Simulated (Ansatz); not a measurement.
## Sn films: biaxial stress and wafer bow

Plane-wave DFT in Ansatz, PBE, scalar-relativistic PAW potentials, cutoff 420 eV, no spin-orbit coupling; no spin polarisation. Sn in space group Fd-3m, which needn't be the usual phase of this composition, strained equally along a and b of the conventional cell, with c and the atoms relaxed within the symmetry (a film with c along the normal). Stress is the in-plane mean, tension positive.

```csv
strain (%),stress (GPa),E − E(0) (meV/atom)
-3.0,-1.86,12.2
-2.0,-1.19,5.2
-1.0,-0.56,1.2
+0.0,0.06,0.0
+1.0,0.57,1.4
+2.0,1.06,5.3
+3.0,?,11.2
```

Question: Fit the stress, get the biaxial modulus and predict the missing row.

Answer: A parabola through the given rows is σ = 0.04 + 0.561 ε -0.0246 ε² GPa (ε in %), so M = dσ/dε = 56 GPa at zero. It predicts 1.50 GPa at +3.0 %; the run gave 1.51 GPa. The miss is 0.01 GPa, so the fit holds even one step beyond its range. The negative square term means that the film is stiffer in compression than in tension. The energies check it: E/V = Mε² at small strain, and a cubic fit with V = 36.90 Å³/atom gives M = 56 GPa, in agreement.

Question: How much does a 20 nm film at +0.5 % strain bow a 300 mm Si(001) wafer 775 μm thick?

Answer: The fit, without its small constant, gives σ = 0.27 GPa. Stoney's formula, κ = 6σt_f/(M_s t_s²) with M_s = 180.5 GPa for Si(001) (literature), gives |κ| = 0.30×10⁻³ m⁻¹ and a bow κr²/2 = 3.4 μm at r = 150 mm, with the film side concave (tension pulls the edges up). This assumes a single-crystal or fully textured, unrelaxed film at 0 K.

The cell has no gap in any row, so the stresses hang on mesh and smearing.

Cost: about 3.4 core-minutes for the runs cited.